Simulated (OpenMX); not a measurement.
Runs of OpenMX 3.8.5 on Sn. It takes space group Im-3m (No. 229, cubic). The conventional cell has a = 3.685 Å, b = 3.685 Å, c = 3.685 Å, α = 90.00°, β = 90.00°, γ = 90.00°. Sn (site symmetry m-3m) has 8 Sn at 3.19 Å as nearest neighbours. This isn't the form of Sn at room conditions, which is tetragonal (white tin).

```csv
cell,gap on the mesh (eV),pressure (GPa)
"Im-3m, 25.03 Å³/atom",none,(b)
"Im-3m, 29.38 Å³/atom",none,-10.5
"Im-3m, 28.29 Å³/atom",none,(a)
"Im-3m, 23.94 Å³/atom",none,12.1
"Im-3m, 26.12 Å³/atom",none,0.5
```

Alike in all rows: task single point; level PBE; potentials or basis OpenMX 2013 PBE set, Sn7.0-s3p2d2, grid cutoff 500 Ry; no spin polarisation; k mesh 7 × 7 × 7; smearing fermi-dirac 0.05 eV.

Q: Fill in the values left out.

A: (a) -13.3; (b) 3.9.

Caveats: the basis has few d functions beyond the semicore shells, which can make volumes several per cent too large; the basis of atomic orbitals isn't converged, which shifts pressures, moduli and gaps.

A k mesh can miss the band edges, and the runs leave out spin-orbit coupling on Sn.

A gap of «none» marks a metal or a gap under the smearing width.
